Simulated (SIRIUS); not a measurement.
# PbO2 (Fm-3m) in SIRIUS: equation of state, part 2 of 2

SIRIUS 7.10.0. Earlier steps stand in the parts before.

**3. Single point, PBEsol, 12.63 Å³/atom (volume scaled by 0.96)**

The input, sirius.json:

```json
{
  "control": {
    "processing_unit": "cpu",
    "verbosity": 2,
    "num_bands_to_print": 21,
    "print_forces": true,
    "print_stress": true
  },
  "parameters": {
    "electronic_structure_method": "pseudopotential",
    "xc_functionals": ["XC_GGA_X_PBE_SOL", "XC_GGA_C_PBE_SOL"],
    "gk_cutoff": 9.2,
    "pw_cutoff": 18.4,
    "ngridk": [9, 9, 9],
    "shiftk": [0, 0, 0],
    "smearing": "fermi_dirac",
    "smearing_width": 0.0018374661,
    "num_bands": 21,
    "num_mag_dims": 0,
    "num_dft_iter": 100,
    "energy_tol": 1e-08,
    "density_tol": 1e-06
  },
  "iterative_solver": {
    "type": "davidson",
    "min_tolerance": 1e-09,
    "tolerance_scale": [0.1, 0.25]
  },
  "mixer": {
    "type": "anderson",
    "beta": 0.7,
    "max_history": 8
  },
  "settings": {
    "tol_ne": 1e-10,
    "pseudo_grid_cutoff": 6.5
  },
  "unit_cell": {
    "lattice_vectors": [
      [0.0, 5.037016075487, 5.037016075487],
      [5.037016075487, 0.0, 5.037016075487],
      [5.037016075487, 5.037016075487, 0.0]
    ],
    "atom_coordinate_units": "lattice",
    "atom_types": ["Pb", "O"],
    "atom_files": {
      "O": "O.json",
      "Pb": "Pb.json"
    },
    "atoms": {
      "Pb": [
        [0.0, 0.0, 0.0]
      ],
      "O": [
        [0.75, 0.75, 0.75],
        [0.25, 0.25, 0.25]
      ]
    }
  }
}
```

Potentials or basis: PseudoDojo 0.4.1 PBEsol standard (scalar relativistic).

The run is started by

```console
$ upf_to_json O.upf
$ upf_to_json Pb.upf
$ OMP_NUM_THREADS=1 sirius.scf --input=sirius.json --output=out.json --task=0
```

Standard output:

```text
[info] SIRIUS version : 7.10.0
[info] number of MPI ranks           : 1
[info] MPI grid                      : 1 1
[info] maximum number of OMP threads : 1
[fft] FFT context for density and potential
[fft] =====================================
[fft]   comm size                             : 1
[fft]   plane wave cutoff                     : 18.4
[fft]   grid size                             : 45 45 45   total : 91125
[fft]   grid limits                           : -22 22   -22 22   -22 22
[fft]   number of G-vectors within the cutoff : 13407
[fft]   local number of G-vectors             : 13407
[fft]   number of G-shells                    : 736
[fft] FFT context for coarse grid
[fft] =====================================
[fft]   comm size                             : 1
[fft]   plane wave cutoff                     : 18.4
[fft]   grid size                             : 45 45 45   total : 91125
[fft]   grid limits                           : -22 22   -22 22   -22 22
[fft]   number of G-vectors within the cutoff : 13407
[fft]   local number of G-vectors             : 13407
[fft]   number of G-shells                    : 736
[unit cell] lattice vectors
[unit cell]   a1 :       0.0000000000      5.0370160755      5.0370160755
[unit cell]   a2 :       5.0370160755      0.0000000000      5.0370160755
[unit cell]   a3 :       5.0370160755      5.0370160755      0.0000000000
[unit cell] reciprocal lattice vectors
[unit cell]   b1 :      -0.6237011370      0.6237011370      0.6237011370
[unit cell]   b2 :       0.6237011370     -0.6237011370      0.6237011370
[unit cell]   b3 :       0.6237011370      0.6237011370     -0.6237011370
[unit cell] unit cell volume :       255.59361846 [a.u.^3]
[unit cell] 1/sqrt(omega)    :         0.06254967
[unit cell] MT volume        :         0.00000000 ( 0.00%)
[unit cell] IT volume        :       255.59361846 (100.00%)
[unit cell] number of atom types : 2
[unit cell] type id : 0 symbol : Pb mt_radius :  16.770000 num_atoms : 1
[... 358 lines left out ...]
[find] valence_eval_sum               :       0.62756107
[find] <rho|V^{XC}>                   :     -20.65121162
[find] <rho|E^{XC}>                   :     -28.08474243
[find] <mag|B^{XC}>                   :       0.00000000
[find] <rho|V^{H}>                    :      36.20046147
[find] one-electron contribution      :     -14.92168877 (Ha),     -29.84337755 (Ry)
[find] hartree contribution           :      18.10023073
[find] xc contribution                :     -28.08474243
[find] ewald contribution             :     -78.25338781
[find] PAW contribution               :       0.00000000
[find] smearing (-TS)                 :      -0.00021496
[find] SCF correction                 :       0.00000025
[find] Total energy                   :    -103.15958804 (Ha),    -206.31917608 (Ry)
[find] Free energy (E-TS)             :    -103.15980300 (Ha),    -206.31960599 (Ry)
[find] band gap (eV)                  :       0.00000000
[find] Efermi                         :       0.38834555
[ground_state] === stress tensor components [kbar] ===
[ground_state] === stress_kin ===
[ground_state] -43761.953102    0.000000    0.000000
[ground_state]     0.000000-43761.953102   -0.000000
[ground_state]     0.000000   -0.000000-43761.953102
[ground_state] === stress_har ===
[ground_state] -6944.971305    0.000000    0.000000
[ground_state]     0.000000-6944.971305   -0.000000
[ground_state]     0.000000   -0.000000-6944.971305
[ground_state] === stress_ewald ===
[ground_state] 30025.447792   -0.000000   -0.000000
[ground_state]    -0.00000030025.447792    0.000000
[ground_state]    -0.000000    0.00000030025.447792
[ground_state] === stress_vloc ===
[ground_state] -5236.428854    0.000000   -0.000000
[ground_state]     0.000000-5236.428854   -0.000000
[ground_state]    -0.000000   -0.000000-5236.428854
[ground_state] === stress_xc ===
[ground_state] -8413.894606    0.000000    0.000000
[ground_state]     0.000000-8413.894606   -0.000000
[ground_state]     0.000000   -0.000000-8413.894606
[ground_state] === stress_core ===
[ground_state] 15758.442103   -0.000000    0.000000
[ground_state]    -0.00000015758.442103    0.000000
[ground_state]     0.000000    0.00000015758.442103
[ground_state] === stress_nonloc ===
[ground_state] 18562.886091   -0.000000    0.000000
[ground_state]    -0.00000018562.886091    0.000000
[ground_state]     0.000000    0.00000018562.886091
[ground_state] === stress_us_nl ===
[ground_state] 18562.886091   -0.000000    0.000000
[ground_state]    -0.00000018562.886091    0.000000
[ground_state]     0.000000    0.00000018562.886091
[ground_state] === stress_total ===
[ground_state]   -10.471881    0.000000    0.000000
[ground_state]     0.000000  -10.471881   -0.000000
[ground_state]     0.000000   -0.000000  -10.471881
[ground_state] ==== total Forces in Ha/bohr =====
[ground_state] atom:    0, force:       0.0000000      0.0000000      0.0000000
[ground_state] atom:    1, force:      -0.0000000      0.0000000     -0.0000000
[ground_state] atom:    2, force:       0.0000000     -0.0000000      0.0000000
[ground_state] ==== ultrasoft contribution from Qij =====
[ground_state] atom:    0, force:       0.0000000      0.0000000      0.0000000
[ground_state] atom:    1, force:       0.0000000      0.0000000      0.0000000
[ground_state] atom:    2, force:       0.0000000      0.0000000      0.0000000
[ground_state] ==== non-local contribution from Beta-projector =====
[ground_state] atom:    0, force:       0.0000000      0.0000000      0.0000000
[ground_state] atom:    1, force:      -0.0000000      0.0000000     -0.0000000
[ground_state] atom:    2, force:       0.0000000     -0.0000000      0.0000000
[ground_state] ==== contribution from local potential =====
[ground_state] atom:    0, force:       0.0000000      0.0000000      0.0000000
[ground_state] atom:    1, force:      -0.0000000     -0.0000000     -0.0000000
[ground_state] atom:    2, force:       0.0000000     -0.0000000     -0.0000000
[ground_state] ==== contribution from core density =====
[ground_state] atom:    0, force:       0.0000000      0.0000000      0.0000000
[ground_state] atom:    1, force:       0.0000000      0.0000000      0.0000000
[ground_state] atom:    2, force:      -0.0000000     -0.0000000     -0.0000000
[ground_state] ==== Ewald forces from ions =====
[ground_state] atom:    0, force:       0.0000000      0.0000000      0.0000000
[ground_state] atom:    1, force:      -0.0000000     -0.0000000     -0.0000000
[ground_state] atom:    2, force:       0.0000000      0.0000000      0.0000000
[~DFT_ground_state] local op. applied: 20954
[~DFT_ground_state] evp. work count: 4030.58
[~DFT_ground_state] number of iterative solver steps: 1576
```

Run time: 74 s. Hardware: 1 thread of Arm Neoverse V1, shared host; peak memory 0.42 GiB.

Results:

| Quantity | Value |
| --- | --- |
| Free energy | -2807.1212 eV |
| Pressure | 1.0 GPa |
| Band gap on the k mesh | none (metal or under the smearing width) |

**4. Single point, PBEsol, 12.89 Å³/atom (volume scaled by 0.98)**

sirius.json, as its differences from that of step 3:

```diff
@@ -39,5 +39,5 @@
     "lattice_vectors": [
-      [0.0, 5.037016075487, 5.037016075487],
-      [5.037016075487, 0.0, 5.037016075487],
-      [5.037016075487, 5.037016075487, 0.0]
+      [0.0, 5.071755215082, 5.071755215082],
+      [5.071755215082, 0.0, 5.071755215082],
+      [5.071755215082, 5.071755215082, 0.0]
     ],
```

The run is started by

```console
$ upf_to_json O.upf
$ upf_to_json Pb.upf
$ OMP_NUM_THREADS=1 sirius.scf --input=sirius.json --output=out.json --task=0
```

Wall time 76 s (1 thread of Arm Neoverse V1, shared host); peak memory 0.43 GiB.

Results (log left out):

```
Free energy            : -2807.1188 eV
Pressure               : -2.1 GPa
Band gap on the k mesh : none (metal or under the smearing width)
```

**5. Single point, PBEsol, 13.41 Å³/atom (volume scaled by 1.02)**

sirius.json, as its differences from that of step 4:

```diff
@@ -39,5 +39,5 @@
     "lattice_vectors": [
-      [0.0, 5.071755215082, 5.071755215082],
-      [5.071755215082, 0.0, 5.071755215082],
-      [5.071755215082, 5.071755215082, 0.0]
+      [0.0, 5.139840590563, 5.139840590563],
+      [5.139840590563, 0.0, 5.139840590563],
+      [5.139840590563, 5.139840590563, 0.0]
     ],
```

The run is started by

```console
$ upf_to_json O.upf
$ upf_to_json Pb.upf
$ OMP_NUM_THREADS=1 sirius.scf --input=sirius.json --output=out.json --task=0
```

It took 76 s on 1 thread of Arm Neoverse V1, shared host; peak memory 0.41 GiB.

It converged, with:

```yaml
Free_energy: -2807.0724 eV
Pressure: -7.2 GPa
Band_gap_on_the_k_mesh: none (metal or under the smearing width)
```

**6. Single point, PBEsol, 13.68 Å³/atom (volume scaled by 1.04)**

sirius.json, as its differences from that of step 5:

```diff
@@ -39,5 +39,5 @@
     "lattice_vectors": [
-      [0.0, 5.139840590563, 5.139840590563],
-      [5.139840590563, 0.0, 5.139840590563],
-      [5.139840590563, 5.139840590563, 0.0]
+      [0.0, 5.173217114034, 5.173217114034],
+      [5.173217114034, 0.0, 5.173217114034],
+      [5.173217114034, 5.173217114034, 0.0]
     ],
```

Potentials or basis: PseudoDojo 0.4.1 PBEsol standard (scalar relativistic).

The run is started by

```console
$ upf_to_json O.upf
$ upf_to_json Pb.upf
$ OMP_NUM_THREADS=1 sirius.scf --input=sirius.json --output=out.json --task=0
```

Run time: 74 s. Hardware: 1 thread of Arm Neoverse V1, shared host; peak memory 0.44 GiB.

It converged, with:

* Free energy: -2807.0316 eV
* Pressure: -9.3 GPa
* Band gap on the k mesh: none (metal or under the smearing width)

**7. Single point, PBEsol, 13.94 Å³/atom (volume scaled by 1.06)**

sirius.json, as its differences from that of step 6:

```diff
@@ -39,5 +39,5 @@
     "lattice_vectors": [
-      [0.0, 5.173217114034, 5.173217114034],
-      [5.173217114034, 0.0, 5.173217114034],
-      [5.173217114034, 5.173217114034, 0.0]
+      [0.0, 5.20616843004, 5.20616843004],
+      [5.20616843004, 0.0, 5.20616843004],
+      [5.20616843004, 5.20616843004, 0.0]
     ],
```

The run is started by

```console
$ upf_to_json O.upf
$ upf_to_json Pb.upf
$ OMP_NUM_THREADS=1 sirius.scf --input=sirius.json --output=out.json --task=0
```

Wall time 71 s (1 thread of Arm Neoverse V1, shared host); peak memory 0.45 GiB.

The run converged. Its results:

```yaml
Free_energy: -2806.9810 eV
Pressure: -11.2 GPa
Band_gap_on_the_k_mesh: none (metal or under the smearing width)
```

**8. Equation of state, PBEsol**

This step only gathers the single runs of the series.

What came out:

```
Equilibrium volume                      : 12.71 Å³/atom
Bulk modulus                            : 153 GPa
Pressure derivative of the bulk modulus : 5.0
```

Energy against volume, from the lowest point:
```
volume (Å³/atom)  energy (meV/atom)
          12.362               4.59
          12.625               0.00
          12.888               0.82
          13.151               6.44
          13.414              16.29
          13.677              29.87
          13.940              46.73
```
